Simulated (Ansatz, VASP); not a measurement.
TiN in VASP and in Ansatz

```
Ti N
1.0
     0.00000    2.08073    2.08073
     2.08073    0.00000    2.08073
     2.08073    2.08073    0.00000
Ti N
1 1
Direct
  0.00000 0.00000 0.00000
  0.50000 0.50000 0.50000
```

Alike in both runs: task single point; functional PBEsol; k mesh 18 × 18 × 18; occupations gaussian, width 0.1 eV; no spin polarisation.

|  | VASP | Ansatz |
| --- | --- | --- |
| version | VASP 6.6.1 | Ansatz 0.2.0 |
| potentials or method | VASP PAW PBE potentials, release 64 (Ti_sv, N) | scalar-relativistic, plane waves, PAW |
| plane-wave cutoff (eV) | 520 | 420 |
| valence electrons in the cell | 17 | 17 |

```tsv
	VASP	Ansatz	Ansatz less VASP
gap on the k mesh at the Fermi level (eV)	none	none	-
pressure (GPa)	10.2	9.8	-0.49
```

A gap of «none» marks a metal or a gap that the smearing closes. The functional is the same, so the differences come from potentials, cutoffs and numerics.

Caveats: the PAW data sets were made with another functional, which shifts forces and pressure a little (VASP).
